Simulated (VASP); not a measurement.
Set up this calculation in VASP 6.6.1, as the native input.

* Task: single point
* Functional: LDA
* Potentials or basis: VASP PAW LDA potentials, release 64 (Hg)
* Cutoff: 520 eV
* k mesh: 14 × 14 × 14
* Occupations: fermi-dirac, width 0.1 eV
* Spin: no spin polarisation
* Dipole correction: no
* Further INCAR settings: ALGO = Normal; EDIFF = 1e-06; NBANDS = 12

The structure of Hg lies in POSCAR:

```
Hg
1.0
   -1.7284393053      1.7284393053      1.7284393053
    1.7284393053     -1.7284393053      1.7284393053
    1.7284393053      1.7284393053     -1.7284393053
Hg
1
Direct
    0.0000000000      0.0000000000      0.0000000000
```

The input as run:

INCAR

```
PREC = Accurate
ENCUT = 520
EDIFF = 1E-6
ISMEAR = -1
SIGMA = 0.1
LREAL = False
LASPH = True
NELM = 60
ALGO = Normal
ISIF = 2
LWAVE = False
LCHARG = False
NBANDS = 12
```

KPOINTS

```
Automatic mesh
0
Gamma
  14 14 14
```

Potentials or basis: VASP PAW LDA potentials, release 64 (Hg).

Run with:

```bash
$ cat potpaw_LDA.64/Hg/POTCAR > POTCAR
$ mpirun -np 1 vasp_std > vasp.out
```

Results of the run:

```json
{"Pressure": "6.8 GPa", "Band gap on the k mesh": "none (metal or under the smearing width)"}
```

Run time: 9 s on 1 thread of AMD EPYC 9R45 96-Core Processor (Zen 5) (shared host), peak memory 0.11 GiB.
